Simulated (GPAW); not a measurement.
Here is a GPAW 26.7.0 calculation.

The input run.py:

```python
from ase.dft.bandgap import bandgap
from ase.io import read, write
from ase.units import GPa
from gpaw import GPAW, PW

atoms = read('POSCAR')

calc = GPAW(mode=PW(600),
            xc='PBE',
            kpts={'size': (11, 11, 11), 'gamma': True},
            occupations={'name': 'methfessel-paxton', 'order': 0, 'width': 0.022},
            nbands=18,
            convergence={'density': 1e-05, 'energy': 1e-05},
            maxiter=150,
            txt='gpaw.txt')
atoms.calc = calc
energy = atoms.get_potential_energy()
forces = atoms.get_forces()
stress = atoms.get_stress()
calc.write('gs.gpw')
write('result.traj', atoms)
print(f'Energy: {energy:.6f} eV')
print('Forces (eV/A):')
print(forces.round(4))
print('Stress (GPa):', (stress / GPa).round(3))
print('Fermi level:', round(calc.get_fermi_level(), 4), 'eV')
print(f'Gap: {bandgap(calc)[0]:.4f} eV, direct: {bandgap(calc, direct=True)[0]:.4f} eV')
```

File POSCAR:

```
Ag
1.0
    0.0000000000      2.0427500000      2.0427500000
    2.0427500000      0.0000000000      2.0427500000
    2.0427500000      2.0427500000      0.0000000000
Ag
1
Direct
    0.0000000000      0.0000000000      0.0000000000
```

Potentials or basis: GPAW PAW data sets (gpaw-data 1.2.1), pw.

Run with:

```bash
$ OMP_NUM_THREADS=1 python run.py
```

Question: What does it give for the pressure?

Answer: 4.2 GPa.

Question: What does it give for the band gap on the k mesh?

Answer: None (metal or under the smearing width).
